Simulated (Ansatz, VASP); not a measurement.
One calculation of Ta, two programs

```xyz
1
Lattice="-1.6402 1.6402 1.6402 1.6402 -1.6402 1.6402 1.6402 1.6402 -1.6402" Properties=species:S:1:pos:R:3 pbc="T T T"
Ta    0.0000    0.0000    0.0000
```

Change from the starting cell: volume scaled by 0.98, crystal datasets.

Alike in both runs: task electric field gradients; functional PBEsol; k mesh 15 × 15 × 15; occupations fermi-dirac, width 0.05 eV; no spin polarisation.

|  | VASP | Ansatz |
| --- | --- | --- |
| version | VASP 6.6.1 | Ansatz 0.2.0 |
| potentials or method | VASP PAW PBE potentials, release 64 (Ta_pv), cutoff 520 eV | all-electron PAW with datasets made for the crystal, scalar-relativistic |

VASP gave:

- pressure (GPa): 0.2
- Vzz of the field gradient on the site that differs most (V/Å²): 0.0

Task: What did Ansatz give for the same quantities?

Result: Pressure (GPa): -0.2; Vzz of the field gradient on the site that differs most (V/Å²): 0.0.

Ansatz ran all-electron here, so the differences hold the error of VASP's frozen core and of both bases. Ansatz warned: «gradients_without_spin_orbit».

Caveats: the PAW data sets were made with another functional, which shifts forces and pressure a little (VASP). Spin-orbit coupling is left out, which matters for the levels of Ta.
